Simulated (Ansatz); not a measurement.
# BN: the cost of one run

Method: DFT PBEsol, all-electron LAPW, scalar-relativistic unless said, in Ansatz 0.2.0.

The COD entry's cell or inner coordinates are ideal or old and differ from later refinements, so a difference from it is no clean test against experiment.

### 1 The structure to begin with

It takes space group P6_3/mmc (No. 194, hexagonal). Conventional cell: a = 2.504 Å, b = 2.504 Å, c = 7.016 Å, α = 90.00°, β = 90.00°, γ = 120.00°. B (site symmetry -6m2) is surrounded by 3 N at 1.45 Å. Around N (site symmetry -6m2) lie 3 B at 1.45 Å.

As a file:

```
CELL_PARAMETERS angstrom
2.50435 0.00000 0.00000
-1.25218 2.16883 0.00000
0.00000 0.00000 7.01586
ATOMIC_POSITIONS crystal
B 0.33333 0.66667 0.25000
B 0.66667 0.33333 0.75000
N 0.33333 0.66667 0.75000
N 0.66667 0.33333 0.25000
```

Cartesian axes are those of the input's lattice vectors. The structure goes back to a database entry.

### 2 Reference run, fine mesh, LAPW

Input file input.yaml:

```yaml
crystal:
  lattice:
    - [2.50435236812, 0.0, 0.0]
    - [-1.25217618406, 2.16883277082, 0.0]
    - [0.0, 0.0, 7.01586423149]
  atoms:
    - { symbol: B, position: [0.333333333333, 0.666666666667, 0.25] }
    - { symbol: B, position: [0.666666666667, 0.333333333333, 0.75] }
    - { symbol: "N", position: [0.333333333333, 0.666666666667, 0.75] }
    - { symbol: "N", position: [0.666666666667, 0.333333333333, 0.25] }
kpoints:
  mp_grid: { grid: [10, 10, 4] }
scf:
  occupations: { method: fixed }
hamiltonian:
  xc: pbesol
  pseudopotentials: { kind: all_electron, lapw: { basis_error: 0.001 } }
output:
  forces: true
  stress: true
  eigenvalues: true
  eigenstates:
    nscf_kmesh: { grid: [16, 16, 6] }
    de_dk: true
    e_range: [-9, 14.24045329168]
checkpoint:
  write: ck
  write_wavefunctions: false
```

Launch:

```console
$ ansatz run input.yaml --threads 1 --pin off --max-ram 3072MiB --backend cpu --events-out ev --progress --plain --runs-dir out
```

**Question.** How long does this run take on 1 thread of Intel Xeon Platinum 8375C at 2.90GHz (Ice Lake), shared host, and how much memory does it need?

About 42 s, with a peak of 0.46 GiB.
